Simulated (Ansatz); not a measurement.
Runs of Ansatz 0.2.0 on NiO. The structure is cubic, space group Fm-3m (No. 225). Conventional cell: a = 4.172 Å, b = 4.172 Å, c = 4.172 Å, α = 90.00°, β = 90.00°, γ = 90.00°. Around Ni (site symmetry m-3m) lie 6 O at 2.09 Å. Around O (site symmetry m-3m) lie 6 Ni at 2.09 Å. 

```tsv
task	level	potentials or basis	U	cell	k mesh	cutoff (eV)	points for each segment of the path	hubbard projectors	double counting	mesh quality	gap on the mesh (eV)	pressure (GPa)	moment (μB)	relaxed volume (Å³/atom)
band structure	PBE	PseudoDojo stringent (PBE files)	-	as given	11 × 11 × 11	1415	14	-	-	not flagged	none	6.2	(c)	-
band structure	LDA+U	Ansatz PAW	Ni d U = 4 eV	as given	11 × 11 × 11	420	14	ortho-atomic (the default)	fll (the default)	not flagged	0.62	-6.5	2.00	-
relaxation of cell and atoms	PBE+U	Ansatz PAW	Ni d U = 6 eV	relaxed	11 × 11 × 11	420	-	ortho-atomic (the default)	fll (the default)	not flagged	1.96	0.0	2.00	(b)
relaxation of cell and atoms	r2SCAN+U	Ansatz PAW	Ni d U = 6 eV	relaxed	11 × 11 × 11	500	-	ortho-atomic (the default)	fll (the default)	not flagged	2.75	0.0	2.00	(a)
single point	PBE	Ansatz PAW	-	as given	5 × 5 × 5	420	-	-	-	coarse	none	5.6	1.72	-
```

Alike in all rows: spin collinear, ferromagnetic start; smearing fermi-dirac 0.05 eV.

Task: Estimate the missing entries.

Result: (a) 9.41; (b) 9.71; (c) 1.83.

Caveats: some runs use coarse meshes; a cell with one magnetic atom can't hold antiferromagnetic order, which such compounds often take; the magnetic or orbital state may not be the lowest (some runs); semilocal functionals often make such compounds metallic where correlation or magnetic order opens a gap, which also shifts bond lengths (some runs); the PAW data sets come from PBE, with cores solved anew for the run's functional, which leaves a small shift of forces and pressure (some runs); odd divisions of the mesh miss points on the zone boundary, where band edges often lie, so the gap on the mesh can be too wide (some runs); the plane-wave basis is chosen anew once the cell has moved, so the energies of steps on either side of that aren't comparable (some runs).

A k mesh can miss the band edges.

A gap of «none» marks a metal or a gap under the smearing width.
